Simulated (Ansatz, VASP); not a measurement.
# Ag in VASP and in Ansatz

```xyz
1
Lattice="2.4506 0.0000 0.0000 0.0000 2.4506 0.0000 0.0000 0.0000 2.4506" Properties=species:S:1:pos:R:3 pbc="T T T"
Ag    0.0000    0.0000    0.0000
```

Change from the starting cell: volume scaled by 0.76, LAPW.

Alike in both runs: task single point; functional PBEsol; k mesh 16 × 16 × 16; occupations fermi-dirac, width 0.05 eV; no spin polarisation.

|  | VASP | Ansatz |
| --- | --- | --- |
| version | VASP 6.6.1 | Ansatz 0.2.0 |
| potentials or method | VASP PAW PBE potentials, release 64 (Ag), cutoff 520 eV | all-electron LAPW, scalar-relativistic |

Ansatz gave:

- pressure (GPa): 51.9

Problem. What did VASP give for the same quantities?

Solution. Pressure (GPa): 51.1.

Ansatz ran all-electron here, so the differences hold the error of VASP's frozen core and of both bases.

Caveats: so large a pressure means that the cell lies far from this level's equilibrium, or that cutoff or potentials fall short (VASP); the potentials were made for another functional, which shifts forces and pressure (VASP).
